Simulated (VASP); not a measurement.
I, 1 atom in the cell. The structure is monoclinic, space group C2/m (No. 12). Conventional cell: a = 5.077 Å, b = 7.413 Å, c = 2.880 Å, α = 90.00°, β = 124.24°, γ = 90.00°. Around I (site symmetry 2/m) lie 2 I at 2.88 Å. 

| Property | Result |
| --- | --- |
| Program | VASP 6.6.1 |
| Task | single point |
| Functional | PBE |
| Potentials or basis | VASP PAW PBE potentials, release 64 (I_GW) |
| Cutoff | 450 eV |
| k mesh | 4 × 4 × 6 |
| Occupations | gaussian, width 0.02 eV |
| Spin | no spin polarisation |
| Further INCAR settings | ALGO = Normal; EDIFF = 1e-06 |

Potentials or basis: VASP PAW PBE potentials, release 64 (I_GW).

Run with:

```bash
$ cat potpaw_PBE.64/I_GW/POTCAR > POTCAR
$ mpirun -np 1 vasp_std > vasp.out
```

Hardware: 1 thread of Intel(R) Xeon(R) Platinum 8375C CPU @ 2.90GHz (Ice Lake), on a shared host.

Estimate the wall time of this run.

It took 6.6 s on 1 thread of Intel(R) Xeon(R) Platinum 8375C CPU @ 2.90GHz (Ice Lake) (shared host), peak memory 0.15 GiB. Counts: scf iterations 12, k points 34.
